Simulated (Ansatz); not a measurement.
# Mg3HO3: the cost of one run

Method: DFT PBEsol, scalar-relativistic, plane waves, PAW, in Ansatz 0.2.0.

The COD cell was measured well above room temperature, so it is larger than a cold one.

2 further runs of the same task are left out: 1 for a broken database entry, 1 set aside as unsound or not needed. Runs told in other sessions of the task aren't counted.

## Step 1: The structure to begin with

Symmetry: Pm, No. 6, monoclinic system. Conventional cell: a = 2.980 Å, b = 2.980 Å, c = 21.240 Å, α = 90.00°, β = 90.00°, γ = 90.00°. Mg (site symmetry m) is surrounded by 5 O at 2.10 to 2.11 Å. O (site symmetry m) has 5 Mg at 2.11 Å in its first shell of neighbours. Around Mg (site symmetry m) lie 6 O at 2.11 to 2.13 Å. O (site symmetry m) is surrounded by 6 Mg at 2.09 to 2.11 Å. Around Mg (site symmetry m) lie 2 H at 1.59 Å and 5 O at 2.09 to 2.11 Å. Around O (site symmetry m) lie 1 H at 1.02 Å. Around H (site symmetry m) lie 1 O at 1.02 Å and 2 Mg at 1.59 Å.

Structure file:

```
Mg O H
1.0
     2.98041    0.00000    0.00000
     0.00000    2.98041    0.00000
     0.00000    0.00000   21.23994
Mg O H
3 3 1
Direct
  0.50000 0.50000 0.18832
  0.00000 0.00000 0.28779
  0.50000 0.50000 0.38573
  0.00000 0.00000 0.18832
  0.50000 0.50000 0.28735
  0.00000 0.00000 0.38795
  0.33333 0.00000 0.39783
```

This is the geometry of the first run shown, built on a cell relaxed beforehand with the same method.

## Step 2: What is varied

Atoms count from 1 in the order of the input.

H is moved along a line over the surface and along the normal, above a rigid substrate.

First coordinate, position of H7 along the first surface vector, from above O6: 6 values from 0.00 to 2.48 Å, periodic. Second coordinate, height of H7 above the plane of O6: 7 values from 0.21 to 2.73 Å.

Nothing else is relaxed. Points are written as (first, second).

## Step 3: The run at (0.99 Å, 0.21 Å)

A dipole layer in the vacuum cancels the field that periodic copies would set up if the slab's two faces differ.

The input, input.yaml:

```yaml
crystal:
  lattice:
    - [2.9804137519, 0.0, 0.0]
    - [0.0, 2.9804137519, 0.0]
    - [0.0, 0.0, 21.2399431533]
  atoms:
    - { symbol: Mg, position: [0.5, 0.5, 0.1883244212] }
    - { symbol: O, position: [0.0, 0.0, 0.1883244212] }
    - { symbol: Mg, position: [0.0, 0.0, 0.2877909891] }
    - { symbol: O, position: [0.5, 0.5, 0.2873494718] }
    - { symbol: Mg, position: [0.5, 0.5, 0.3857349348] }
    - { symbol: O, position: [0.0, 0.0, 0.3879456312] }
    - { symbol: H, position: [0.3333333333, 0.0, 0.3978326633], spin: 1.0 }
basis:
  ecutwfc: 420
kpoints:
  mp_grid: { grid: [9, 9, 1] }
hamiltonian:
  xc: pbesol
  pseudopotentials: { kind: paw, azcp: { folder: soft_1 } }
scf:
  occupations: { method: gaussian, width: 0.05 }
output:
  forces: true
  eigenvalues: true
  populations: true
magnetization:
  spin_polarized: true
efield:
  axis: 3
  dipole_correction: true
  ramp_width: 0.04
```

The run is started by

```sh
$ ansatz run input.yaml --threads 1 --pin off --max-ram 3072MiB --backend cpu --events-out ev --progress --plain --runs-dir out
```

**Question.** How long does this run take on 1 thread of AMD EPYC 9R45 (Zen 5), shared host, and how much memory does it need?

About 17 s, with a peak of 0.5 GiB.
